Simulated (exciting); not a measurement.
Two BSE runs for the B K edge of BN, space group P6_3mc. Run A: exciting, all-electron LAPW+lo, PBE, exchange and screened direct term (singlet BSE), 6×6×3 shifted k points, 12 conduction bands, |G+q| up to 3 bohr⁻¹, full RPA screening with nempty = 30, Lorentzian half width 0.45 eV. Run B differs in one setting: k mesh, kernel cutoff, basis, band set, screening or width.

Energy from the Kohn–Sham onset, core level to the lowest empty state found on the meshes used; one zero for both, scaled to A's maximum:

```
E (eV)     A     B
  -6.0  0.01  0.01
  -5.5  0.01  0.01
  -5.0  0.01  0.02
  -4.5  0.02  0.02
  -4.0  0.02  0.03
  -3.5  0.03  0.04
  -3.0  0.05  0.05
  -2.5  0.07  0.09
  -2.0  0.12  0.17
  -1.5  0.27  0.40
  -1.0  0.74  1.02
  -0.5  0.89  0.74
   0.0  0.46  0.37
   0.5  0.30  0.26
   1.0  0.27  0.25
   1.5  0.24  0.23
   2.0  0.22  0.20
   2.5  0.20  0.19
   3.0  0.18  0.16
   3.5  0.19  0.18
   4.0  0.16  0.15
   4.5  0.13  0.12
   5.0  0.11  0.10
   5.5  0.11  0.10
   6.0  0.12  0.12
   6.5  0.13  0.12
   7.0  0.10  0.09
   7.5  0.08  0.08
   8.0  0.07  0.07
   8.5  0.07  0.07
   9.0  0.07  0.07
   9.5  0.07  0.06
  10.0  0.06  0.06
  10.5  0.05  0.05
  11.0  0.04  0.04
  11.5  0.05  0.04
  12.0  0.05  0.05
  12.5  0.06  0.06
  13.0  0.08  0.08
  13.5  0.09  0.09
```

The database entry behind the starting cell has ideal inner coordinates that were not refined, so it need not match the best structure at ambient conditions.

Q: Which is the likeliest?

The cutoff of the screened term (bohr⁻¹) from 3 to 4. Against run A the r.m.s. difference is 22 %. Moving the earlier curve by -0.2 eV leaves 7 %. The highest maximum lies at -0.9 eV (1.09), against -0.7 eV (1.00). The first bright state moves from -0.80 to -0.96 eV. The kernels miss the short-range part of the Coulomb interaction, its components above their cutoff. Other settings could leave a like mark; this is the change that was made.

[Banner, clock and machine lines of the logs are left out without a mark of their own.]

[Logs are printed without paths, hosts, clocks, repeated set-up lines and the standing remarks that a program may print on its own settings, such as how far it seeks lower states.]

[Hosts, paths, dates, database ids (printed as entryN), source tags and the programs' standing remarks are cut or masked in the printed files.]
